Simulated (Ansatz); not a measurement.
Base system: RuO$_{2}$ in the rutile structure (space group P4_2/mnm, No. 136; a = 4.523 Å, c = 3.119 Å). Axes: x, y, z lie along a, b, c of the conventional cell.

Level of theory: DFT with PBE, PAW potentials and a 420 eV plane-wave cutoff in Ansatz (a program for electronic structure), without spin-orbit coupling.

Before the change:

Pressure: 0.0 GPa
Shortest interatomic distance: 1.955 Å
Band gap: zero

Perturbation: uniaxial strain ε_yy = +1.33 %, all other strain components held at zero; the atoms relax in the strained cell.

Q: What does the calculation give for the pressure, shortest interatomic distance, energy relative to the base and band gap after the change?

A: The pressure (mean of the normal stresses, compression positive) goes from zero to -3.1 GPa; the shortest interatomic distance increases by 0.012 Å to 1.967 Å; the energy grows by 1.7 meV/atom; the band gap stays zero.

Without a gap, meshes like the base's 10×10×15 leave anisotropic stresses uncertain by several tenths of a GPa, and small strain energies with them. Stability against distortions was not tested. No Hubbard U is applied, and correlation can decide whether such a compound is a metal. The final runs are not spin-polarised.
